In CdSe the calculated band gap is set mainly by how much exact exchange the functional contains and how far that exchange reaches. With the atoms held fixed, the gap runs from 1.3 eV in DDH-PBE0 to 7.5 eV in Hartree-Fock. The material is the same in every row. What changes is mainly how the theory treats exchange, a quantum correction to the average repulsion between electrons, and how far it allows for the other electrons softening that correction.

Hybrid-functional and Hartree-Fock calculations with Ansatz 0.2.0, using plane waves and PAW potentials, for bulk zinc-blende CdSe at a fixed r2SCAN geometry. All rows use a 6×6×6 k mesh and fixed occupations, without spin polarisation or spin-orbit coupling. The exact-exchange fraction in DDH-PBE0 is 1/ε∞, with ε∞ from PBE.

```
  functional  wave cutoff  band gap (eV)  least direct gap (eV)
    DDH-PBE0       420 eV          1.299                  1.299
       HSE06       420 eV          1.483                  1.483
Hartree-Fock       420 eV          7.504                  7.504
        PBE0       420 eV          2.083                  2.083
     r2SCAN0       500 eV          2.375                  2.375
```

The band gap is the energy between the highest filled and the lowest empty level. The least direct gap is the smallest such distance without a change of the electron's crystal momentum. The two agree in every row, so the functionals widen or narrow the same kind of gap.

A hydrogen atom shows the mechanism in its simplest form. Its one electron should feel only the proton, yet the average electrostatic repulsion also makes it repel its own charge cloud. Exact exchange removes this error for the filled level. An empty level keeps nearly all the repulsion, because an electron placed there really would meet the one already present. In a crystal a single band state is spread over so many cells that its repulsion from itself vanishes. Exchange with all the filled states together takes over the role. Around an electron in a filled state it removes the charge of exactly one electron, and around one in an empty state it removes nothing in total. A crystal also has many other electrons, which rearrange and weaken the effect. Hydrogen has none to do so.

A hybrid functional swaps part of an approximate, semilocal exchange for exact exchange. Semilocal exchange is computed from the local density and its variation, and it attracts filled and empty states alike. The swap therefore takes attraction away from both, and gives a strong attraction back only to the filled states. The band edges of the same runs move accordingly: from HSE06 to PBE0 the valence top falls by 0.34 eV and the conduction bottom rises by 0.26 eV.

HSE06 and PBE0 make a clean pair, since both contain 25 % exact exchange and were run at the same cutoff. HSE06 keeps it only at short range; PBE0 keeps it at all distances. The size of the difference can be estimated from the long-range part of the repulsion, where r is the distance between two charges, erf is the error function and ω, about 0.11 per bohr, sets where long range begins:

erf(ωr)/r ≤ 2ω/√π

An electron in a filled state interacts through exchange with a hole in the surrounding charge that amounts to exactly one electron. If this hole were very compact, the long-range part would lower the filled state by the full limit, while an empty state would hardly be touched. A quarter of that limit gives

0.25 × 2 × 0.11/√π hartree = 0.031 hartree ≈ 0.84 eV

The computed opening is 0.60 eV, or 71 % of this ceiling. The estimate uses no gap from the table, but it keeps the orbitals fixed and leaves out the semilocal exchange that is swapped away. It gives the right scale and is not a precise prediction. Unscreened exchange also converges slowly with the k mesh, and how much this affects the difference is untested here. Hartree-Fock, with four times the exchange fraction of PBE0, is the row most exposed to it.

DDH-PBE0 lets exchange act at all distances, as PBE0 does, but sets its fraction to 1/ε. Here ε is the dielectric constant of the electrons, which measures how strongly they weaken an electric field. CdSe is easily polarised, so the fraction is small. Here that outweighs the longer reach, and the gap ends up even below that of HSE06. By this rule DDH-PBE0 would coincide with PBE0 in a material with ε = 4, and it contains more exact exchange than PBE0 where ε is smaller.

A straight line in the exchange fraction, drawn through PBE0 and Hartree-Fock, puts numbers on this. The gap rises by about 0.7 eV for each additional tenth of exact exchange. With a rough recalled ε of 6.2, the line predicts 1.44 eV for DDH-PBE0, a row not used to draw it, against a computed 1.30 eV. A likely reason for the miss is that ε was taken from PBE, which usually makes a semiconductor too polarisable and the fraction too small. A true curve that is steeper than the line below PBE0 would also explain it, while a flatter one would make the miss larger.

Hartree-Fock stands far above the rest because it uses all of the exact exchange and lets no other electron screen it. Its gap is 3.6 times that of PBE0. Its band edges look irregular at first: relative to PBE0 the conduction bottom rises by 3.7 eV, while the valence top falls by only 1.7 eV. Hartree-Fock also drops correlation, the energy that electrons gain by avoiding one another, and with it an attraction felt by both edges.

The size of that loss is reasonable. If the edge shifts between DDH-PBE0 and PBE0 are continued to full exchange, with the DDH-PBE0 fraction of about 0.14 read from the straight line, both Hartree-Fock edges lie about 1.5 eV higher than expected. A typical correlation potential at the valence density of CdSe is roughly 1.4 eV. That the two edges share the same extra shift is built into the straight line, so only its size supports the explanation, and only weakly, because it changes markedly with the fraction assumed. A common shift moves the levels but leaves the gap between them unchanged.

r2SCAN0 shows that the amount and reach of exact exchange are not the whole story. It has the same 25 % of unscreened exact exchange as PBE0, yet its gap is 0.29 eV wider. The probable cause is the remaining semilocal part, which in r2SCAN0 also depends on the kinetic energy density and can therefore act differently on filled and empty states. This row was run at a higher cutoff as well. A cutoff effect of that size is unlikely, but it was not tested.

For practical work, first ask how much exact exchange a functional contains, then how far it reaches, and only then which semilocal part accompanies it. Gaps from different functionals should not be mixed in one comparison of materials: even among the four hybrids the choice of functional moves the gap by 1.1 eV (2.375 − 1.299). That is enough to turn an absorber of near-infrared light into one that needs visible light.

Before any comparison with a measured gap, spin-orbit coupling has to be added. It splits the valence top of CdSe by roughly 0.4 eV and raises the highest level by a third of that, so each gap shrinks by about 0.13 eV. The fixed cell, taken from an r2SCAN calculation, is also slightly larger than the measured one, which lowers every gap a little and is not corrected here. Nor is the motion of the atoms, which narrows the measured gap but is absent from the calculation. Against a rough recalled measured gap of 1.7 eV, HSE06 then lies about 0.35 eV too low and PBE0 about 0.25 eV too high. DDH-PBE0 and r2SCAN0 miss by about 0.5 eV, below and above, and Hartree-Fock by more than 5 eV. For this crystal HSE06 and PBE0 bracket the measured gap, but that is known only because the gap has been measured. In another material both may lie on the same side, so the pair shows how much the range of exchange matters and does not give an error bar. The printed output below gives the edge shifts and the estimates row by row.

Numerical output:

```
Changes from PBE0 in eV:
           row  gap change  valence top shift  conduction bottom shift
      DDH-PBE0      -0.784             0.4637                  -0.3197
         HSE06        -0.6             0.3427                  -0.2567
  Hartree-Fock       5.421             -1.687                    3.735
          PBE0           0                  0                        0
       r2SCAN0       0.292            -0.1944                  0.09773
Gap rise per 0.1 of exact exchange on the line PBE0 to Hartree-Fock (eV): 0.7228
Exchange fraction of DDH-PBE0 read from the line: 0.1415
Dielectric constant implied by that fraction: 7.065
Exchange fraction of DDH-PBE0 if the slope were 20 percent smaller: 0.1144
Dielectric constant implied with the smaller slope: 8.74
DDH-PBE0 gap predicted by the line with dielectric constant 6.2 (eV): 1.442
Predicted less computed DDH-PBE0 gap (eV): 0.1428
Unscreened exchange fraction that would give the HSE06 gap on the line: 0.167
Ceiling for the gap opening by long-range exact exchange (eV): 0.8444
Computed gap opening from HSE06 to PBE0 (eV): 0.6
Computed opening as a share of the ceiling: 0.7106
Hartree-Fock valence top shift expected from the DDH to PBE0 trend (eV): -3.207
Common upward shift of both Hartree-Fock edges beyond that trend (eV): 1.52
Rough correlation potential at valence density from recalled 0.05 hartree (eV): 1.361
Hartree-Fock gap over PBE0 gap: 3.602
Rough comparison with experiment in eV:
           row  gap with spin-orbit estimate  less rough measured gap
      DDH-PBE0                         1.166                  -0.5343
         HSE06                          1.35                  -0.3503
  Hartree-Fock                         7.371                    5.671
          PBE0                          1.95                   0.2497
       r2SCAN0                         2.242                   0.5417
```
